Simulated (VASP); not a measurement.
Input of a VASP 6.6.1 run:

Contents of INCAR:

```
SYSTEM = HN2F
ALGO = Normal ; EDIFF = 1E-7
ENCUT = 520 ; GGA = PE
ISIF = 2 ; ISMEAR = -1
IVDW = 12 ; LASPH = .True.
LCHARG = .False. ; LREAL = Auto
LWAVE = .False. ; NBANDS = 61
NELM = 100 ; PREC = Accurate
SIGMA = 0.02
```

File KPOINTS:

```
k-points
0
Gamma
  1 1 1
  0 0 0
```

Contents of POSCAR:

```
HN2F
1.0
    7.9686270000      0.0000000000      0.0000000000
    0.0000000000      7.9686270000      0.0000000000
    0.0000000000      0.0000000000      7.9686270000
N F H
10 5 5
Direct
    0.8438843982      0.7639333602      0.3819353070
    0.8877564479      0.6577042695      0.3064141414
    0.0946963636      0.5114431884      0.5216958957
    0.2289102000      0.5123843794      0.4852529802
    0.6054116976      0.1772576380      0.2017411531
    0.7395376895      0.1964579343      0.1983905132
    0.6426452135      0.3987010560      0.7833218947
    0.6864043203      0.3285886013      0.6751351268
    0.1155406069      0.0015812009      0.2648762453
    0.1617468103      0.0424916363      0.1435002542
    0.2715022299      0.2261368238      0.7184675603
    1.0374058166      0.9242370110      0.7468413316
    0.5340945184      0.7968499467      0.6252018070
    0.5112298518      0.5936279864      0.2586141879
    0.1541921839      0.6713703628     -0.0754207720
    0.2298639402      0.2060706317      0.8356144666
    1.0770864291      0.8576885328      0.8366435021
    0.6218511671      0.8125866602      0.7049018608
    0.5038383651      0.6804559932      0.3384397337
    0.1350546336      0.6036297094      0.0223250505
```

Potentials or basis: VASP PAW PBE potentials, release 64 (N, F, H).

Launch:

```sh
$ cat potpaw_PBE.64/N/POTCAR potpaw_PBE.64/F/POTCAR potpaw_PBE.64/H/POTCAR > POTCAR
$ mpirun -np 1 vasp_gam > vasp.out
```

Question: What does it give for the dispersion energy per atom?

Answer: -0.026 eV.

Question: Estimate the pressure.

Answer: 1.5 GPa.

Question: Predict the band gap on the k mesh.

Answer: 6.41 eV, direct.

Stress tensor (GPa, compression positive):
```
 2.32 -0.26 -0.89
-0.26  0.91  0.60
-0.89  0.60  1.22
```

Caveat: the standard files for N, O and F lose accuracy on very short bonds.
